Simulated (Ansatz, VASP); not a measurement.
## One calculation of SrO, two programs

```
CELL_PARAMETERS angstrom
3.55329 0.00000 0.00000
-1.77664 3.07724 0.00000
0.00000 0.00000 6.21730
ATOMIC_POSITIONS crystal
Sr 0.33333 0.66667 0.25000
Sr 0.66667 0.33333 0.75000
O 0.00000 0.00000 0.00000
O 0.00000 0.00000 0.50000
```

Measurements of this composition are mostly on another form, of space group No. 225.

Alike in both runs: task single point; functional LDA; k mesh 9 × 9 × 4; occupations gaussian, width 0.05 eV; no spin polarisation.

|  | VASP | Ansatz |
| --- | --- | --- |
| version | VASP 6.6.1 | Ansatz 0.2.0 |
| potentials or method | VASP PAW LDA potentials, release 64 (Sr_sv, O) | scalar-relativistic, plane waves, PAW |
| plane-wave cutoff (eV) | 520 | 420 |
| valence electrons in the cell | 32 | 32 |

```csv
,VASP,Ansatz,Ansatz less VASP
gap on the k mesh at the Fermi level (eV),2.88,2.87,-0.009
least direct gap on the mesh (eV),2.88,2.87,-0.009
pressure (GPa),-5.0,-5.6,-0.64
largest component of the traceless stress (GPa),0.62,0.62,+0.005
```

Caveats: an odd mesh through Γ misses points on the zone boundary, where band edges often lie.
